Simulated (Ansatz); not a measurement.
All numbers below come from DFT PBE, scalar-relativistic, plane waves, PAW (Ansatz). Settings: cutoff 420 eV, Γ-centred meshes spaced at most about 0.3 Å⁻¹, and about 0.25 Å⁻¹ or finer for metals (2π included), Gaussian smearing. Spin is collinear in cells that carry moments; the others ran without spin or lost their moments.

Temperature and zero-point effects are left out.

Question: Order these relaxed structures of NiO by energy, lowest first, with the energy over the lowest of them.
A.
(no moments)
```xyz
2
Lattice="0.0000 3.3932 2.2451 1.7652 0.0000 2.2451 1.7652 3.3932 0.0000" Properties=species:S:1:pos:R:3 pbc="T T T"
Ni    1.7652    3.3932    3.3838
O     1.7652    3.3932    1.5365
```

B.
(no moments)
```xyz
4
Lattice="2.0349 -2.4011 0.0000 2.0349 2.4011 0.0000 0.0000 0.0000 4.2606" Properties=species:S:1:pos:R:3 pbc="T T T"
Ni    1.2934    0.0000    2.1303
Ni    2.7763    0.0000    0.0000
O     2.0349    1.3743    3.1955
O     2.0349   -1.3743    1.0652
```

C.
(parallel moments up to 1.5 μB)
```xyz
2
Lattice="0.0000 2.1082 2.1082 2.1082 0.0000 2.1082 2.1082 2.1082 0.0000" Properties=species:S:1:pos:R:3 pbc="T T T"
Ni    0.0000    0.0000    0.0000
O     2.1082    2.1082    2.1082
```

Answer: B (0 meV/atom), C (15 meV/atom), A (137 meV/atom). Forms: B C222_1; C rock salt type, Fm-3m; A Fmm2. Counting O atoms around Ni (those within 1.25 times the shortest such distance or 1.15 times the sum of covalent radii): B has Ni 4; C has Ni 6; A has Ni 3. Origin: A and B, invented; C, reached from a cell as deposited in COD, among other starts. Shaken at random and relaxed again, A falls into a cell with space group P4_2/mmc (No. 131), 0.46 eV/atom lower and the lowest form computed, so it is a saddle point or a shallow minimum.

The k mesh leaves some 4 meV/atom of noise in the energy of each metallic cell. Weakly bound directions are ill-defined at this level, which has no dispersion term (Fmm2), and this can change margins and order among such cells. In such compounds of Ni a zero gap at this level may well be an artefact, since no Hubbard U is applied. The magnetic state reached may not be the lowest. Cells without such a test can be saddle points. Some candidate types were left out of the draw beforehand, so a known form may be missing.
